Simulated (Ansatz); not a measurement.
## N-14 nuclear quadrupole resonance in Si3N4 at a changed volume

Cell: a COD entry, relaxed with PBE at fixed cell and then changed (volume scaled by 1.04, ions relaxed).

```cif
data_Si3N4
_symmetry_space_group_name_H-M 'I-43d'
_symmetry_Int_Tables_number 220
_cell_length_a 6.5599
_cell_length_b 6.5599
_cell_length_c 6.5599
_cell_angle_alpha 90.000
_cell_angle_beta 90.000
_cell_angle_gamma 90.000
loop_
_atom_site_label
_atom_site_type_symbol
_atom_site_symmetry_multiplicity
_atom_site_Wyckoff_symbol
_atom_site_fract_x
_atom_site_fract_y
_atom_site_fract_z
Si Si 12 b 0.3750 0.5000 0.7500
N N 16 c 0.2825 0.2825 0.2825
```

One atom of each set is listed; the run and its k-mesh use a cell of 14 atoms with edges of 5.68, 5.68, 5.68 Å.

All values are calculated (Ansatz; DFT, PBE, plane waves and PAW, scalar-relativistic, 420 eV cutoff, Γ-centred 6×6×6 k-points, Fermi–Dirac smearing 0.02 eV), not measured.

N-14: I = 1, Q = 20.44 mb (year-2017 value). Static lattice, zero field.

(1) The simulated lines lie at 2.26 MHz. What are |C_Q|, η and |V_zz| at N?

Answers

(1) For I = 1 the lines are ν± = (3/4)|C_Q|(1 ± η/3) and ν₀ = |C_Q|η/2. Here |C_Q| = 3.01 MHz, η = 0.00 and |V_zz| = 6.10 × 10²¹ V/m². The calculation gives V_zz negative; the lines don't show the sign. The site has 3 Si at 1.77 Å.

An axis of threefold or higher order runs through N, so V_zz lies along it and η is zero.

At this changed cell the PBE pressure is -8 GPa.
